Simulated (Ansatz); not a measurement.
The cell is an ordered 8-atom cell of AlGa3As4 on the zincblende lattice (Pmm2); cell and atoms were relaxed with r2SCAN. Space group Pmm2 (No. 25), orthorhombic; a = 4.013 Å, b = 8.021 Å, c = 5.664 Å in the conventional setting, 22.79 Å³ an atom. Al is surrounded by 4 As at 2.45–2.46 Å; As is surrounded by 2 Al at 2.45 Å and 2 Ga at 2.46 Å; Ga is surrounded by 4 As at 2.45–2.46 Å; As is surrounded by 3 Ga at 2.45–2.46 Å and 1 Al at 2.46 Å; As is surrounded by 4 Ga at 2.45–2.46 Å.

```xyz
8
Lattice="4.0126 0.0000 0.0000 0.0000 8.0207 0.0000 0.0000 0.0000 5.6643" Properties=species:S:1:pos:R:3 pbc="T T T"
Al    0.0000    0.0000    0.0054
As    2.0063    0.0000    1.4158
Ga    2.0063    2.0095    2.8324
As    0.0000    2.0042    4.2496
Ga    0.0000    4.0104   -0.0040
As    2.0063    4.0104    1.4119
Ga    2.0063    6.0112    2.8324
As    0.0000    6.0166    4.2496
```

3 runs of the plane-wave code Ansatz on this cell differ in the functional (and in the settings that go with it). Levels are in eV from each run's valence top; v1 is the last filled band, c1 the first empty one.

Run A, mean stress 0.0 GPa (compression positive):
```
point     v5     v3     v1    c1    c2    c3
    Γ  -1.20  -0.01   0.00  1.31  1.79  2.14
    X  -2.61  -2.61  -1.16  1.79  1.79  1.88
    S  -2.94  -2.42  -2.38  2.91  2.95  2.97
    Y  -2.20  -1.23  -0.18  2.29  2.39  2.75
```

Run B, mean stress +2.5 GPa (compression positive):
```
point     v5     v3     v1    c1    c2    c3
    Γ  -1.15  -0.01   0.00  0.81  1.48  1.82
    X  -2.52  -2.51  -1.12  1.48  1.48  1.59
    S  -2.85  -2.35  -2.31  2.58  2.64  2.64
    Y  -2.12  -1.21  -0.18  1.96  2.07  2.35
```

Run C, mean stress +0.6 GPa (compression positive):
```
point     v5     v3     v1    c1    c2    c3
    Γ  -1.28  -0.01   0.00  1.69  2.08  2.50
    X  -2.75  -2.74  -1.21  2.07  2.07  2.25
    S  -3.09  -2.54  -2.50  3.27  3.32  3.35
    Y  -2.33  -1.27  -0.20  2.64  2.75  3.23
```

Question: Match the runs to PBE, r2SCAN, HSE06.

Answer: A is r2SCAN, B is PBE, C is HSE06. In order of the gap: PBE 0.81, r2SCAN 1.31, HSE06 1.69 eV. The stress vanishes for r2SCAN, which relaxed the cell.

Note: simulated data, non-magnetic, for a generated structure that need not be the stable one.

Spin-orbit coupling is left out.

The program warns that its thresholds are loose for a hybrid's stress.

The meshes of the hybrids are coarse, so their gaps aren't converged to the digits shown.
